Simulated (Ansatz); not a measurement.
Property card for SiMo$_{3}$

The calculation used DFT PBE, scalar-relativistic, plane waves, PAW (Ansatz 0.2.0).

Plane waves to 420 eV, a k mesh through Γ of 14×14×10 on the computed 4-atom cell and Gaussian smearing (0.10 eV); no spin polarisation.

The structure is relaxed at this level of theory with its symmetry kept, and needn't be the ground state of this composition.

```cif
data_structure
_symmetry_space_group_name_H-M 'P 1'
_symmetry_Int_Tables_number 1
_cell_length_a 3.5866
_cell_length_b 3.5866
_cell_length_c 5.2731
_cell_angle_alpha 90.000
_cell_angle_beta 90.000
_cell_angle_gamma 90.000
_cell_volume 67.83
loop_
_atom_site_label
_atom_site_type_symbol
_atom_site_fract_x
_atom_site_fract_y
_atom_site_fract_z
_atom_site_occupancy
Si1 Si 0.00000 0.00000 0.50000 1
Mo1 Mo 0.00000 0.00000 0.00000 1
Mo2 Mo 0.50000 0.50000 0.50000 1
Mo3 Mo 0.50000 0.50000 0.00000 1
```

| Property | Result |
| --- | --- |
| Space group | P4/mmm (No. 123) |
| Volume per atom | 16.96 Å³ |
| Formation energy from the elements' standard states (uncorrected) | +0.883 eV/atom |
| Kohn–Sham band gap | none (metal) |
| Density of states at the Fermi level | 5.1 states/eV per cell |
| Orbital (Löwdin) character within 0.5 eV of the Fermi level | Mo 4d 86 % |
| Bader charge by site (e) | Si (1 in the cell) -0.40, Mo (1 in the cell) 0.14, Mo (1 in the cell) 0.28, Mo (1 in the cell) -0.03 |

Another cell of SiMo3 relaxed alike, in Pm-3n, lies 1.20 eV/atom lower, so this cell isn't the stable form at this level.

The cell was found from a structure generator's guess, not taken from experiment. Löwdin shares on free-atom orbitals overweight diffuse shells.
